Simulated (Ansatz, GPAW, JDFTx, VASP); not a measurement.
**One calculation of InAs, 4 ways**

```xyz
2
Lattice="0.0000 3.0180 3.0180 3.0180 0.0000 3.0180 3.0180 3.0180 0.0000" Properties=species:S:1:pos:R:3 pbc="T T T"
In    0.0000    0.0000    0.0000
As    4.5270    4.5270    4.5270
```

Alike in all runs: task single point; functional PBEsol; k mesh 8 × 8 × 8; occupations gaussian, width 0.05 eV; no spin polarisation; no spin-orbit coupling. A missing gap at this level doesn't show that the real crystal is a metal. Pressure is positive in compression and, in plane waves, holds the error of the finite cutoff.

| program and potentials | plane-wave cutoff (eV) | notes | band gap (eV) | pressure (GPa) |
| --- | --- | --- | --- | --- |
| JDFTx, PseudoDojo-SR-PBEsol-0.4.1-standard with smoothed tails | 1143 | 14 valence electrons an atom on average | no gap | 1.62 |
| Ansatz, all-electron LAPW, scalar-relativistic | - | - | no gap | 1.52 |
| GPAW, PAW data sets generated for this functional | 600 | 9 valence electrons an atom on average | no gap | 1.31 |
| VASP, PBE PAW files As, In_d, 520 eV | 520 | potentials made for PBE; 9 valence electrons an atom on average | no gap | 1.60 |

None finds a gap. The pressure spans 1.31 (GPAW, PAW data sets generated for this functional) to 1.62 GPa (JDFTx, PseudoDojo-SR-PBEsol-0.4.1-standard with smoothed tails), with all-electron results at 1.52.

The functional is the same throughout but for its coding, so the spread measures potentials, basis and numerics; runs on potential files found faulty are left out.
